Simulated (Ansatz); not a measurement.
**FeO (Wuestite): equation of state with PBEsol**

FeO (Wuestite):

```xyz
2
Lattice="1.5188 0.8769 2.5196 -1.5188 0.8769 2.5196 0.0000 -1.7538 2.5196" Properties=species:S:1:pos:R:3 pbc="T T T"
Fe    0.0000    0.0000    0.0000
O     0.0000    0.0000    3.7794
```

* Program: Ansatz 0.2.0
* Task: equation of state
* Functional: PBEsol
* Potentials or basis: Ansatz PAW
* Cutoff: 420 eV
* Density cutoff: 1680 eV
* k mesh: 11 × 11 × 11
* Occupations: fermi-dirac, width 0.05 eV
* Spin: collinear spin, ferromagnetic start
* Starting moments: [3.0, 0.0] μB

```json
{"Equilibrium volume": "9.57 Å³/atom", "Bulk modulus at fixed shape and positions": "208 GPa", "Pressure derivative of the bulk modulus": "4.4"}
```

Energy against volume, from the lowest point:
| volume (Å³/atom) | energy (meV/atom) |
| --- | --- |
| 9.463 | 0.13 |
| 9.664 | 0.00 |
| 9.866 | 5.08 |
| 10.067 | 14.81 |
| 10.268 | 28.67 |
| 10.470 | 46.23 |
| 10.671 | 67.11 |

All runs of the series together: 76 s on 2 threads of Intel(R) Xeon(R) Processor @ 2.50GHz (Skylake/Cascade Lake), with other jobs on the host.

The cell as given is a measured one (10.07 Å³/atom); PBEsol puts the equilibrium volume -5.0 % from it, thermal expansion not counted.

Caveat: the cell was scaled at fixed shape and fractional positions, which overstates the stiffness of a crystal with free parameters, most of all of layers and chains.
